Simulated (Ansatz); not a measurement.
Take a crystal in which Ga has been replaced by B on all its sites, with the cell rescaled by a rough guess (in some cases also distorted within its space group) and nothing relaxed:

```cif
data_structure
_symmetry_space_group_name_H-M 'P 1'
_symmetry_Int_Tables_number 1
_cell_length_a 4.5616
_cell_length_b 4.5616
_cell_length_c 4.5616
_cell_angle_alpha 131.585
_cell_angle_beta 131.585
_cell_angle_gamma 70.885
_cell_volume 52.01
loop_
_atom_site_label
_atom_site_type_symbol
_atom_site_fract_x
_atom_site_fract_y
_atom_site_fract_z
_atom_site_occupancy
Ti1 Ti 0.75000 0.25000 0.50000 1
Ti2 Ti 0.25000 0.75000 0.50000 1
Ti3 Ti 0.50000 0.50000 0.00000 1
B1 B 0.00000 0.00000 0.00000 1
```

All numbers below come from DFT PBEsol, scalar-relativistic, plane waves, PAW (Ansatz 0.2.0).

Plane waves to 420 eV, a k mesh through Γ of 16×16×16 on the computed 4-atom cell and Gaussian smearing (0.10 eV); no spin polarisation.

(1) Will this cell want to expand or contract, and how hard?

(2) Is it a metal on this mesh?

(3) What is its energy against the elements in their standard states?

## Answers

(1) The pressure is 1.0 GPa (positive in compression), so the cell would expand.

(2) Yes, a band crosses the Fermi level.

(3) +0.016 eV/atom at this unrelaxed geometry, with the elements in the same functional.